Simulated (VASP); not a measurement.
**Input and output of a VASP HSE06 single-point calculation on LiCl (zincblende)**

INCAR, step 1 (PBE orbitals to start from)

```
GGA = PE
LREAL = .FALSE.
ENCUT = 520
LCHARG = .FALSE.
NBANDS = 12
LASPH = .TRUE.
ISMEAR = 0
SIGMA = 0.01
NELM = 120
PREC = Accurate
LWAVE = .TRUE.
EDIFF = 1E-5
```

INCAR, step 2

```
GGA = PE
IBRION = -1
SIGMA = 0.01
PREC = Accurate
LWAVE = .FALSE.
HFSCREEN = 0.2079
ALGO = Normal
LHFCALC = .TRUE.
AEXX = 0.25
LASPH = .TRUE.
NSW = 0
NBANDS = 12
ENCUT = 520
ISMEAR = 0
ISIF = 2
LCHARG = .FALSE.
ISTART = 1
EDIFF = 1E-7
PRECFOCK = Fast
LREAL = .FALSE.
NELM = 120
```

KPOINTS

```
KPOINTS created by Atomic Simulation Environment
0
Gamma
6 6 6
0 0 0
```

KPOINTS_OPT

```
special points
6
Reciprocal
0.0000000000 0.0000000000 0.0000000000 1
0.5000000000 0.0000000000 0.5000000000 1
0.5000000000 0.2500000000 0.7500000000 1
0.3750000000 0.3750000000 0.7500000000 1
0.5000000000 0.5000000000 0.5000000000 1
0.6250000000 0.2500000000 0.6250000000 1
```

POSCAR

```
Li Cl
 1.0000000000000000
    -0.0000000000000000    2.7330425338988040    2.7330425338988040
     2.7330425338988040   -0.0000000000000000    2.7330425338988040
     2.7330425338988040    2.7330425338988040    0.0000000000000000
 Li  Cl
   1   1
Cartesian
  0.0000000000000000  0.0000000000000000  0.0000000000000000
  1.3665212669494020  1.3665212669494020  1.3665212669494020
```

VASP ran with the recommended PBE PAW datasets (10 valence electrons in the cell).

Command

```
mpirun -np 1 vasp_std
```

OSZICAR

```
N       E                     dE             d eps       ncg     rms          rms(c)
DAV:   1    -0.849293760048E+01   -0.84929E+01   -0.13315E-01   396   0.300E+00    0.431E-01
DAV:   2    -0.849384109824E+01   -0.90350E-03   -0.28826E-03   540   0.434E-01    0.277E-01
DAV:   3    -0.849373800748E+01    0.10309E-03   -0.10669E-04   544   0.839E-02    0.162E-01
DAV:   4    -0.849370206880E+01    0.35939E-04   -0.20765E-05   516   0.336E-02    0.960E-02
DAV:   5    -0.849369378815E+01    0.82807E-05   -0.10672E-05   584   0.226E-02    0.569E-02
DAV:   6    -0.849369235095E+01    0.14372E-05   -0.27656E-06   476   0.133E-02    0.331E-02
DAV:   7    -0.849369249869E+01   -0.14773E-06   -0.12329E-06   448   0.895E-03    0.191E-02
DAV:   8    -0.849369285937E+01   -0.36069E-06   -0.46021E-07   456   0.551E-03    0.111E-02
DAV:   9    -0.849369313756E+01   -0.27819E-06   -0.20779E-07   468   0.358E-03    0.646E-03
DAV:  10    -0.849369330150E+01   -0.16394E-06   -0.91683E-08   464   0.231E-03    0.381E-03
DAV:  11    -0.849369339214E+01   -0.90638E-07   -0.41856E-08   440   0.150E-03
   1 F= -.84936934E+01 E0= -.84936934E+01  d E =-.236751-143
       N       E                     dE             ncg
DAV:   1    -0.345175139622E+03   -0.24013E+04      144
DAV:   2    -0.642078549699E+03   -0.29690E+03      176
DAV:   3    -0.665321355820E+03   -0.23243E+02      184
DAV:   4    -0.666139031231E+03   -0.81768E+00      224
DAV:   5    -0.666146207184E+03   -0.71760E-02      216
DAV:   6    -0.666146278011E+03   -0.70828E-04      244
DAV:   7    -0.666146278543E+03   -0.53168E-06      204
DAV:   8    -0.666146278550E+03   -0.67240E-08      204
```

From OUTCAR

```
k-points           NKPTS =     16   k-points in BZ     NKDIM =    216   number of bands    NBANDS=     12

   NELECT =      10.0000    total number of electrons

   dimension x,y,z NGX =    30 NGY =   30 NGZ =   30
   dimension x,y,z NGXF=    60 NGYF=   60 NGZF=   60

  energy-cutoff  :      520.00
  volume of cell :       40.83
      direct lattice vectors                 reciprocal lattice vectors
     0.000000000  2.733042534  2.733042534    -0.182946293  0.182946293  0.182946293
     2.733042534  0.000000000  2.733042534     0.182946293 -0.182946293  0.182946293
     2.733042534  2.733042534  0.000000000     0.182946293  0.182946293 -0.182946293

 k-points in reciprocal lattice and weights: KPOINTS created by Atomic Simulation Env
   0.00000000  0.00000000  0.00000000       0.005
   0.16666667  0.00000000  0.00000000       0.037
   0.33333333  0.00000000  0.00000000       0.037
   0.50000000  0.00000000  0.00000000       0.019
   0.16666667  0.16666667  0.00000000       0.028
   0.33333333  0.16666667  0.00000000       0.111
   0.50000000  0.16666667  0.00000000       0.111
  -0.33333333  0.16666667  0.00000000       0.111
   ...

 E-fermi :  -1.9578

 k-point     1 :       0.0000    0.0000    0.0000
  band No.  band energies     occupation
      1     -47.6816      2.00000
      2     -16.0741      2.00000
      3      -2.1371      2.00000
      4      -2.1371      2.00000
      5      -2.1371      2.00000
      6       5.2480      0.00000
      7       9.5891      0.00000
      8       9.5891      0.00000
      9       9.5891      0.00000
     10      14.0963      0.00000
     11      14.0963      0.00000
     12      17.1297      0.00000

 k-point     2 :       0.1667    0.0000    0.0000
  band No.  band energies     occupation
      1     -47.6812      2.00000
      2     -15.9965      2.00000
      3      -2.7799      2.00000
      4      -2.2199      2.00000
      5      -2.2199      2.00000
      6       5.9463      0.00000
      7       9.7549      0.00000
      8       9.8713      0.00000
      9       9.8713      0.00000
     10      13.3381      0.00000
     11      13.3381      0.00000
     12      15.7910      0.00000

 k-point     3 :       0.3333    0.0000    0.0000
  band No.  band energies     occupation
      1     -47.6802      2.00000
      2     -15.8328      2.00000
      3      -3.8461      2.00000
      4      -2.3759      2.00000
      5      -2.3759      2.00000
      6       7.1417      0.00000
      7       9.9129      0.00000
      8       9.9129      0.00000
      9       9.9811      0.00000
     10      13.9488      0.00000
     11      13.9488      0.00000
     12      15.5813      0.00000

 k-point     4 :       0.5000    0.0000    0.0000
  band No.  band energies     occupation
      1     -47.6798      2.00000
      2     -15.7463      2.00000
      3      -4.3124      2.00000
      4      -2.4497      2.00000
      5      -2.4497      2.00000
      6       7.6693      0.00000
      7       9.7267      0.00000
      8       9.7267      0.00000
      9      10.0970      0.00000
     10      15.8342      0.00000
     11      15.8342      0.00000
     12      15.9355      0.00000

 k-point     5 :       0.1667    0.1667    0.0000
  band No.  band energies     occupation
      1     -47.6810      2.00000
      2     -15.9710      2.00000
      3      -2.7086      2.00000
      4      -2.3837      2.00000
      5      -2.3837      2.00000
      6       6.0738      0.00000
      7       9.5646      0.00000
      8      10.2547      0.00000
      9      10.2547      0.00000
     10      11.6595      0.00000
     11      14.5485      0.00000
     12      17.7886      0.00000

 k-point     6 :       0.3333    0.1667    0.0000
  band No.  band energies     occupation
      1     -47.6802      2.00000
      2     -15.8360      2.00000
      3      -3.5125      2.00000
      4      -2.5741      2.00000
      5      -2.5466      2.00000
      6       6.8848      0.00000
      7       9.6851      0.00000
      8      10.0293      0.00000
      9      10.6709      0.00000
     10      12.2934      0.00000
     11      15.0270      0.00000
     12      17.0348      0.00000

 k-point     7 :       0.5000    0.1667    0.0000
  band No.  band energies     occupation
      1     -47.6796      2.00000
      2     -15.7215      2.00000
      3      -4.1099      2.00000
      4      -2.7736      2.00000
      5      -2.6080      2.00000
      6       7.7935      0.00000
      7       8.9135      0.00000
      8      10.4442      0.00000
      9      10.8969      0.00000
     10      13.7771      0.00000
     11      15.8634      0.00000
     12      16.4903      0.00000

 k-point     8 :      -0.3333    0.1667    0.0000
  band No.  band energies     occupation
      1     -47.6798      2.00000
      2     -15.7499      2.00000
      3      -3.9764      2.00000
      4      -2.8611      2.00000
      5      -2.4577      2.00000
      6       8.0299      0.00000
      7       8.7354      0.00000
      8      10.3558      0.00000
      9      10.7354      0.00000
     10      13.3652      0.00000
     11      15.1948      0.00000
     12      16.4680      0.00000

 k-point     9 :      -0.1667    0.1667    0.0000
  band No.  band energies     occupation
      1     -47.6806      2.00000
      2     -15.8897      2.00000
      3      -3.3071      2.00000
      4      -2.6267      2.00000
      5      -2.2605      2.00000
      6       6.8234      0.00000
      7       9.6944      0.00000
      8      10.0332      0.00000
      9      10.2427      0.00000
     10      12.2528      0.00000
     11      14.2361      0.00000
     12      17.0064      0.00000

 k-point    10 :       0.3333    0.3333    0.0000
  band No.  band energies     occupation
      1     -47.6797      2.00000
      2     -15.7564      2.00000
      3      -3.5700      2.00000
      4      -2.8309      2.00000
      5      -2.8309      2.00000
      6       6.3002      0.00000
      7       9.2481      0.00000
      8      11.4509      0.00000
      9      11.9715      0.00000
     10      11.9715      0.00000
     11      15.7434      0.00000
     12      18.7854      0.00000

 k-point    11 :       0.5000    0.3333    0.0000
  band No.  band energies     occupation
      1     -47.6793      2.00000
      2     -15.6707      2.00000
      3      -3.8239      2.00000
      4      -3.1551      2.00000
      5      -2.9003      2.00000
      6       6.4818      0.00000
      7       9.3382      0.00000
      8      11.6024      0.00000
      9      12.2163      0.00000
     10      13.2683      0.00000
     11      16.1195      0.00000
     12      16.6605      0.00000

 k-point    12 :      -0.3333    0.3333    0.0000
  band No.  band energies     occupation
      1     -47.6794      2.00000
      2     -15.6675      2.00000
      3      -3.7829      2.00000
      4      -3.4520      2.00000
      5      -2.7240      2.00000
      6       7.4148      0.00000
      7       9.4101      0.00000
      8      11.4807      0.00000
      9      11.5389      0.00000
     10      12.7722      0.00000
     11      14.0393      0.00000
     12      17.7793      0.00000

 k-point    13 :       0.5000    0.5000    0.0000
  band No.  band energies     occupation
      1     -47.6792      2.00000
      2     -15.6446      2.00000
      3      -3.9163      2.00000
      4      -3.0359      2.00000
      5      -3.0359      2.00000
      6       5.8058      0.00000
      7       8.9489      0.00000
      8      13.0708      0.00000
      9      13.5371      0.00000
     10      13.5371      0.00000
     11      16.6612      0.00000
     12      16.8043      0.00000

 k-point    14 :       0.5000    0.3333    0.1667
  band No.  band energies     occupation
      1     -47.6797      2.00000
      2     -15.7250      2.00000
      3      -3.7637      2.00000
      4      -3.0636      2.00000
      5      -2.6929      2.00000
      6       7.3398      0.00000
      7       9.2116      0.00000
      8      10.3916      0.00000
      9      11.6474      0.00000
     10      12.7071      0.00000
     11      15.8290      0.00000
     12      16.6896      0.00000

 k-point    15 :      -0.3333    0.3333    0.1667
  band No.  band energies     occupation
      1     -47.6793      2.00000
      2     -15.6674      2.00000
      3      -3.8721      2.00000
      4      -3.2419      2.00000
      5      -2.8527      2.00000
      6       7.6849      0.00000
      7       9.0716      0.00000
      8      11.0811      0.00000
      9      11.5226      0.00000
     10      12.8868      0.00000
     11      15.5290      0.00000
     12      16.4993      0.00000

 ...

  Total        0.0389467      0.0389467      0.0389467      0.0000000      0.0000000     -0.0000000
  in kB        1.5283113      1.5283113      1.5283113      0.0000000      0.0000000     -0.0000000
  external PRESSURE =       1.5283113 kB  Pullay stress =       0.0000000 kB

 POSITION                                       TOTAL-FORCE (eV/Angst)
 -----------------------------------------------------------------------------------
      0.00000      0.00000      0.00000        -0.000000      0.000000      0.000000
      1.36652      1.36652      1.36652         0.000000     -0.000000     -0.000000
 -----------------------------------------------------------------------------------
    total drift:                                0.000002      0.000000      0.000001

  FREE ENERGIE OF THE ION-ELECTRON SYSTEM (eV)
  ---------------------------------------------------
  free  energy   TOTEN  =        -8.4936933921 eV

  energy  without entropy=       -8.4936933921  energy(sigma->0) =       -8.49369339
```

- gap between bands v and c: 7.38 eV
- least direct gap: 7.39 eV
- pressure: 0.2 GPa

Band v is the last that the valence electrons fill when counted band by band, and c is the next.

The run (its last step) took about 21 min on one core of a shared host (Intel Xeon Platinum 8488C) and held 0.3 GiB at most.
